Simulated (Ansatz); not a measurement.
## NiO: course of a relaxation

All numbers below come from Ansatz 0.2.0, DFT r2SCAN, scalar-relativistic, plane waves, PAW. Run with 500 eV cutoff, 10×10×8 k-mesh, Gaussian smearing of 0.02 eV, collinear spin.

What was changed: uniaxial strain along c, with a, b and atoms relaxed: +4.0 %.

With moments and this functional the run may sit in a state above the lowest one.

Command:

```bash
ansatz run input.yaml --threads 1 --pin off --max-ram 2560MiB --backend cpu --events-out ev --progress --plain --runs-dir out
```

Input:

```yaml
crystal:
  lattice:
    - [2.073355512, 2.073355512, 0.0]
    - [-2.073355512, 2.073355512, 0.0]
    - [0.0, 0.0, 4.3561408738]
  atoms:
    - { symbol: Ni, position: [0.0, 0.0, 0.0], spin: 1.84 }
    - { symbol: Ni, position: [0.5, 0.5, 0.5], spin: 1.84 }
    - { symbol: O, position: [0.5, 0.5, 0.0], spin: 0.31 }
    - { symbol: O, position: [0.0, 0.0, 0.5], spin: 0.31 }
basis:
  ecutwfc: 500
kpoints:
  mp_grid: { grid: [10, 10, 8] }
hamiltonian:
  xc: r2scan
scf:
  occupations: { method: gaussian, width: 0.02 }
output:
  forces: true
  stress: true
  eigenvalues: true
  populations: true
magnetization:
  spin_polarized: true
relax:
  adjacent_minimum: "off"
  f_tol: 0.008
  max_steps: 40
  cell: { stress_tol: 0.015, fix: [c, angles] }
```

F is the free energy. Steps run on the plane waves of an earlier cell, but the last one, and at times one on the way, on a freshly chosen basis, so a repeated geometry can differ a little in energy. The held parts of the cell keep their stress, so P needn't end at zero.

Steps:

```tsv
step	F − F(1) (eV)	largest force component (eV/Å)	V (Å³/atom)	P (GPa)
1	0.0000	0.000	9.363	-3.00
2	0.0000	0.000	9.371	-3.19
3	0.0000	0.000	9.380	-3.40
4	-0.0001	0.000	9.380	-3.40
```

Relaxed structure:

```
CELL_PARAMETERS angstrom
2.07527 2.07527 0.00000
-2.07527 2.07527 0.00000
0.00000 0.00000 4.35614
ATOMIC_POSITIONS crystal
Ni 0.00000 0.00000 0.00000
Ni 0.50000 0.50000 0.50000
O 0.50000 0.50000 0.00000
O 0.00000 0.00000 0.50000
```

Symmetry: I4/mmm, No. 139, tetragonal system. The conventional cell has a = 2.935 Å, b = 2.935 Å, c = 4.356 Å, α = 90.00°, β = 90.00°, γ = 90.00°. Around Ni (site symmetry 4/mmm) lie 6 O at 2.08 to 2.18 Å. Around O (site symmetry 4/mmm) lie 6 Ni at 2.08 to 2.18 Å.

The run converged. Time: 2.7 min on 1 thread of Oxide Virtual Turin-like Processor (Zen 5), on a shared host, peak memory 0.65 GiB.